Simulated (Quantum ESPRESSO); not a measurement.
The system is InP.

```
In P
1.0
     0.00000    3.15679    3.15679
     3.15679    0.00000    3.15679
     3.15679    3.15679    0.00000
In P
1 1
Cartesian
  0.0000 0.0000 0.0000
  4.7352 4.7352 4.7352
```

The cell isn't the ideal one: volume scaled by 1.25.

```yaml
Program: Quantum ESPRESSO 7.5
Task: relaxation of cell and atoms
Functional: PBE
Potentials_or_basis: PseudoDojo 0.4 FR PBE standard
Cutoff: 952 eV
Density_cutoff: 3810 eV
k_mesh: 4 × 4 × 4
Occupations: methfessel-paxton, width 0.05 eV
Spin: spin-orbit coupling, no magnetisation
```

At the start: pressure -6.4 GPa; volume 31.46 Å³/atom.

How do energy, volume and symmetry change on relaxing?

Over 5 steps the energy falls by 114.8 meV/atom and the volume is 26.54 Å³/atom (-15.6 %); space group F-43m (No. 216, to 0.05 Å).

The path:
```
step  energy change (eV)  largest force (eV/Å)  pressure (GPa)  volume (Å³)
   1              0.0000                0.0000           -6.39        62.92
   2             -0.0630                0.0000           -5.69        61.25
   3             -0.2197                0.0000            2.01        51.44
   4             -0.2289                0.0000           -0.52        53.53
   5             -0.2297                0.0000           -0.02        53.08
```

Final structure:
```
CELL_PARAMETERS angstrom
4.21845 0.00000 0.00000
2.10922 3.65328 0.00000
2.10922 1.21776 3.44435
ATOMIC_POSITIONS crystal
In 0.00000 0.00000 0.00000
P 0.75000 0.75000 0.75000
```

Caveat: the k mesh is coarse (spacing up to 0.43 Å⁻¹), so the values aren't converged; this smearing can shift energies of a crystal with a gap.
